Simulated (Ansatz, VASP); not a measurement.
**One calculation of GaSb, two programs**

The input INCAR:

```
SYSTEM = GaSb
PREC = Accurate ; ENCUT = 520
EDIFF = 1E-6 ; ISMEAR = -1
SIGMA = 0.02 ; LREAL = .False.
LASPH = .True. ; NELM = 80
ALGO = Normal ; ISIF = 2
LWAVE = .False. ; LCHARG = .False.
GGA = PE ; NBANDS = 16
```

File KPOINTS:

```
Automatic mesh
0
Gamma
  8 8 8
  0 0 0
```

File POSCAR:

```
GaSb
1.0
    0.0000000000      3.0658788000      3.0658788000
    3.0658788000      0.0000000000      3.0658788000
    3.0658788000      3.0658788000      0.0000000000
Ga Sb
1 1
Direct
    0.0000000000      0.0000000000      0.0000000000
    0.2500000000      0.2500000000      0.2500000000
```

Input for Ansatz:

```yaml
crystal:
  lattice:
    - [0.0, 3.0658788, 3.0658788]
    - [3.0658788, 0.0, 3.0658788]
    - [3.0658788, 3.0658788, 0.0]
  atoms:
    - { symbol: Ga, position: [0.0, 0.0, 0.0] }
    - { symbol: Sb, position: [0.25, 0.25, 0.25] }
kpoints:
  mp_grid: { grid: [8, 8, 8] }
  band_path:
    path:
      - [0.0, 0.0, 0.0]
      - [-0.5, -0.5, 0.0]
      - [-0.375, -0.375, 0.25]
      - [-0.375, 0.0, 0.375]
      - [0.0, 0.0, 0.5]
      - [-0.5, -0.25, 0.25]
    npoints: 1
hamiltonian:
  xc: pbe
scf:
  occupations: { method: fermi_dirac, width: 0.02 }
  n_extra_bands: 4
output:
  forces: true
  stress: true
  eigenvalues: true
```

Alike in both runs: task single point; functional PBE; k mesh 8 × 8 × 8; occupations fermi-dirac, width 0.02 eV; no spin polarisation.

|  | VASP | Ansatz |
| --- | --- | --- |
| version | VASP 6.6.1 | Ansatz 0.2.0 |
| potentials or method | VASP PAW PBE potentials, release 64 (Ga_d, Sb) | plane waves, PAW |
| plane-wave cutoff (eV) | 520 | 420 |
| valence electrons in the cell | 18 | 28 |

```csv
,VASP,Ansatz,Ansatz less VASP
pressure (GPa),2.0,2.0,-0.07
```

The two sets of potentials don't hold the same shells in valence.

Spin-orbit coupling is left out, which matters for the levels of Sb.
